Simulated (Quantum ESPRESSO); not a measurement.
SiC (Moissanite) in Quantum ESPRESSO: the effect of functional

Crystal: SiC (Moissanite).

```
CELL_PARAMETERS angstrom
3.07600 0.00000 0.00000
-1.53800 2.66389 0.00000
0.00000 0.00000 5.04800
ATOMIC_POSITIONS crystal
Si 0.66667 0.33333 0.50000
Si 0.33333 0.66667 0.00000
C 0.66667 0.33333 0.88500
C 0.33333 0.66667 0.38500
```

Alike in all runs:

```yaml
Program: Quantum ESPRESSO 7.5
Task: dielectric tensor
Cutoff: 1116 eV
Density_cutoff: 4463 eV
k_mesh: 8 × 8 × 4, shifted
Occupations: fermi-dirac, width 0.05 eV
Spin: no spin polarisation
```

```tsv
functional	potentials or basis	pressure (GPa)	largest force (eV/Å)	dielectric constant (mean)
LDA	PseudoDojo 0.4.1 SR LDA standard	?	?	?
PBEsol	PseudoDojo 0.4.1 SR PBEsol standard	0.3	0.76	7.23
WC	PseudoDojo 0.4.1 SR PBE standard	1.8	0.76	7.21
BLYP	PseudoDojo 0.4.1 SR PBE standard	10.2	0.77	6.76
AM05	PseudoDojo 0.4.1 SR PBE standard	0.8	0.76	7.27
```

Q: What does the run with functional LDA give?

A: Pressure -4.5 GPa; largest force 0.73 eV/Å; dielectric constant 7.13 mean.

Caveats: the potentials were made for another functional, which shifts forces and pressure (some runs); the cell is more than 3 GPa from zero pressure, which shifts response properties (some runs).

Runs at the PBE level aren't shown here.
